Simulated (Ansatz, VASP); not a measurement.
One calculation of PtS2, two programs

```
CELL_PARAMETERS angstrom
1.74803 1.00923 5.56414
-1.74803 1.00923 5.56414
0.00000 -2.01846 5.56414
ATOMIC_POSITIONS crystal
Pt 0.00000 0.00000 0.00000
S 0.25779 0.25779 0.25779
S 0.74221 0.74221 0.74221
```

Change from the starting cell: epitaxial_xy strain -0.9%.

Alike in both runs: task single point; functional PBE; k mesh 8 × 8 × 8; occupations fermi-dirac, width 0.02 eV; no spin polarisation.

|  | VASP | Ansatz |
| --- | --- | --- |
| version | VASP 6.6.1 | Ansatz 0.2.0 |
| potentials or method | VASP PAW PBE potentials, release 64 (Pt, S) | plane waves, PAW |
| plane-wave cutoff (eV) | 520 | 420 |
| valence electrons in the cell | 22 | 30 |

|  | VASP | Ansatz | Ansatz less VASP |
| --- | --- | --- | --- |
| gap on the k mesh at the Fermi level (eV) | 1.07 | 1.06 | -0.002 |
| pressure (GPa) | 4.5 | 4.9 | +0.46 |
| largest component of the traceless stress (GPa) | 2.18 | 2.29 | +0.106 |
| rms of the force components (eV/Å) | 0.011 | 0.031 | +0.0196 |

Atom by atom the forces differ by 0.020 eV/Å (rms over components). The functional is the same, so the differences come from potentials, cutoffs and numerics. The two sets of potentials don't hold the same shells in valence.

Caveats: spin-orbit coupling is left out, which moves the levels of the heavy elements. A k mesh can miss the band edges.
